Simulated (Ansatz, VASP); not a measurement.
**Two plane-wave programs on AlO**

Contents of INCAR:

```
ALGO = Normal ; EDIFF = 1E-7
EDIFFG = -0.04 ; ENCUT = 600
GGA = PE ; IBRION = 2
ISIF = 3 ; ISMEAR = 0
ISPIN = 2 ; LASPH = T
LCHARG = F ; LORBIT = 11
LREAL = F ; LWAVE = F
MAGMOM = 0 0 0 1 1 1 ; NELM = 150
NSW = 90 ; PREC = Accurate
SIGMA = 0.1
```

Contents of KPOINTS:

```
k-points
0
Gamma
  4 4 4
```

Contents of POSCAR:

```
AlO
1.0
    5.4871625700      0.0000000000      0.0000000000
    0.0000000000      5.4871625700      0.0000000000
    0.0000000000      0.0000000000      5.4871625700
Al O
3 3
Direct
    0.5000000000      0.0000000000      0.0000000000
    0.0000000000      0.5000000000      0.0000000000
    0.0000000000      0.0000000000      0.5000000000
    0.0000000000      0.5000000000      0.5000000000
    0.5000000000      0.0000000000      0.5000000000
    0.5000000000      0.5000000000      0.0000000000
```

Input for Ansatz:

```yaml
crystal:
  lattice:
    - [5.48716257, 0.0, 0.0]
    - [0.0, 5.48716257, 0.0]
    - [0.0, 0.0, 5.48716257]
  atoms:
    - { symbol: Al, position: [0.5, 0.0, 0.0] }
    - { symbol: Al, position: [0.0, 0.5, 0.0] }
    - { symbol: Al, position: [0.0, 0.0, 0.5] }
    - { symbol: O, position: [0.0, 0.5, 0.5], spin: 1.0 }
    - { symbol: O, position: [0.5, 0.0, 0.5], spin: 1.0 }
    - { symbol: O, position: [0.5, 0.5, 0.0], spin: 1.0 }
basis:
  ecutwfc: 420
kpoints:
  mp_grid: { grid: [4, 4, 4] }
hamiltonian:
  xc: pbe
scf:
  occupations: { method: gaussian, width: 0.1 }
  lower_state_search: "off"
output:
  forces: true
  stress: true
  eigenvalues: true
  populations: true
magnetization:
  spin_polarized: true
relax:
  adjacent_minimum: "off"
  f_tol: 0.04
  max_steps: 70
  cell: { stress_tol: 0.4 }
```

Alike in both runs: task relaxation of cell and atoms; functional PBE; k mesh 4 × 4 × 4; occupations gaussian, width 0.1 eV; collinear spin.

|  | VASP | Ansatz |
| --- | --- | --- |
| version | VASP 6.6.1 | Ansatz 0.2.0 |
| potentials or method | VASP PAW PBE potentials, release 64 (Al, O) | scalar-relativistic, plane waves, PAW |
| plane-wave cutoff (eV) | 600 | 420 |
| valence electrons in the cell | 27 | 27 |

Ansatz gave:

| Item | Value |
| --- | --- |
| gap on the k mesh at the Fermi level, each at its own relaxed structure (eV) | none |
| net moment per atom (μB) | 0.00 |
| relaxed volume (Å³/atom) | 10.30 |
| relaxed cell length with the largest relative difference (Å) | 3.953 |
| energy change over the relaxation (meV/atom) | -2426 |

Q: Which values does VASP return?

A: gap on the k mesh at the Fermi level, each at its own relaxed structure (eV): none; net moment per atom (μB): 0.00; relaxed volume (Å³/atom): 10.29; relaxed cell length with the largest relative difference (Å): 3.952; energy change over the relaxation (meV/atom): -2446.

A gap of «none» marks a metal or a gap that the smearing closes. Ansatz warned: «seeded_moment_not_kept».

Caveats: the volume moved by over 15 % at a fixed basis, so the end points are rough (VASP).
